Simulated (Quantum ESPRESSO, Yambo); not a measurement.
An input for Yambo 5.3.0 (MgO (Periclase)):

```
optics
bss
bse
em1s
dipoles
rim_cut
RandQpts= 1000000
RandGvec= 1 RL
Chimod= "HARTREE"
BSKmod= "SEX"
BSEmod= "resonant"
BSSmod= "d"
BSENGexx= 20 Ry
BSENGBlk= 4 Ry
% BSEQptR
 1 | 1 |
%
% BSEBands
 6 | 9 |
%
% BEnRange
 0 | 9 | eV
%
% BDmRange
 0.1 | 0.1 | eV
%
BEnSteps= 181
% BLongDir
 1 | 0 | 0 |
%
% BndsRnXs
 5 | 16 |
%
NGsBlkXs= 4 Ry
% LongDrXs
 1 | 1 | 1 |
%
% KfnQP_E
 2.14 | 1.0 | 1.0 |
%
WRbsWF
FFTGvecs= 34 Ry
```

The database entry behind the starting cell differs from later determinations by our own check (about 0.1 % long), so it need not match the best structure at ambient conditions.

```sh
OMP_NUM_THREADS=1 mpirun -n 8 yambo -F bse15.in -J bse15 -C bse15 > bse15.log
```

The stored states that it reads are on a 12×12×12 mesh. It takes space group Fm-3m (No. 225, cubic). The conventional cell has a = 4.217 Å, b = 4.217 Å, c = 4.217 Å, α = 90.00°, β = 90.00°, γ = 90.00°. Nearest to Mg lie 6 O at 2.11 Å. Nearest to O lie 6 Mg at 2.11 Å. Farther neighbours and most contacts between anions are not listed.

Question: Estimate wall time and host memory on 8 MPI ranks of AMD EPYC 7R43, shared host.

It took 5.1 min; on shared hardware allow 2.5 min to 10 min. Peak host memory was 11 GiB.

The kernel grows as the square of the matrix size, and full diagonalisation as its cube.

[Paths, hosts, dates, memory and timing lines, banners, echoed tables and standing remarks are left out of the program output.]

[Logs are printed without paths, hosts, clocks, repeated set-up lines and the standing remarks that a program may print on its own settings, such as how far it seeks lower states.]

[Runs of the session that timed out or met a known fault of the program may be left out.]

[Hosts, paths, dates, database ids (printed as entryN), source tags and the programs' standing remarks are cut or masked in the printed files.]
